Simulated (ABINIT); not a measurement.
The system is GaP.

```xyz
2
Lattice="0.0000 2.7252 2.7252 2.7252 0.0000 2.7252 2.7252 2.7252 0.0000" Properties=species:S:1:pos:R:3 pbc="T T T"
Ga    0.0000    0.0000    0.0000
P     4.0879    4.0879    4.0879
```

Base run:

```yaml
Program: ABINIT 10.8.3 (patched build)
Functional: WC
Potentials_or_basis: JTH PAW PBE v2.0
Cutoff: 544 eV
k_mesh: 8 × 8 × 8
Occupations: fermi-dirac, width 0.05 eV
Spin: no spin polarisation
```

Its results: band gap on the k mesh 1.51 eV, indirect (least direct gap 1.70 eV); pressure -0.5 GPa.

Question: After a change of settings the same cell gave: band gap on the k mesh 1.61 eV, indirect (least direct gap 1.82 eV); pressure 2.6 GPa. Which change was it?
A. functional from WC to LDA-VWN; potentials or basis from JTH PAW PBE v2.0 to JTH PAW LDA v2.0
B. functional from WC to HLE16
C. functional from WC to rPW86PBE; potentials or basis from JTH PAW PBE v2.0 to PseudoDojo NC SR PBE v0.4.1 standard; cutoff from 544 eV to 1088 eV
D. functional from WC to PBE; k mesh from 8 × 8 × 8 to 10 × 10 × 10

Answer: D.

Caveats: the PAW data sets were made with another functional, which shifts forces and pressure a little (some runs).
